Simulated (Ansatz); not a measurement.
Input and command of a plane-wave DFT calculation in Ansatz:

```yaml
crystal:
  lattice:
    - [3.9483448106, 0.0, 0.0]
    - [0.0, 4.3925336018, 0.0]
    - [0.0, 0.0, 3.9483448106]
  atoms:
    - { symbol: Ti, position: [0.0, 0.0, 0.0] }
    - { symbol: Al, position: [0.5, 0.5, 0.0] }
    - { symbol: Al, position: [0.5, 0.0, 0.5] }
    - { symbol: Al, position: [0.0, 0.5, 0.5] }
basis:
  ecutwfc: 420
kpoints:
  mp_grid: { grid: [12, 12, 12] }
hamiltonian:
  xc: pbesol
scf:
  occupations: { method: gaussian, width: 0.15 }
output:
  forces: true
  stress: true
  eigenvalues: true
```

```bash
ansatz run input.yaml --threads 1 --pin off --max-ram 2560MiB --backend cpu --events-out ev --progress --plain --runs-dir out
```

Processor: Intel(R) Xeon(R) 6975P-C (Granite Rapids), 1 thread, on a host shared with other jobs.

Question: How long does it run, and how much memory does it take?

Answer: About 5 s on 1 thread of Intel(R) Xeon(R) 6975P-C (Granite Rapids), with other jobs on the host, peak memory 0.49 GiB. It solves 15 bands at 196 k points (the mesh reduced by symmetry) with about 1335 plane waves, in 6 SCF iterations.
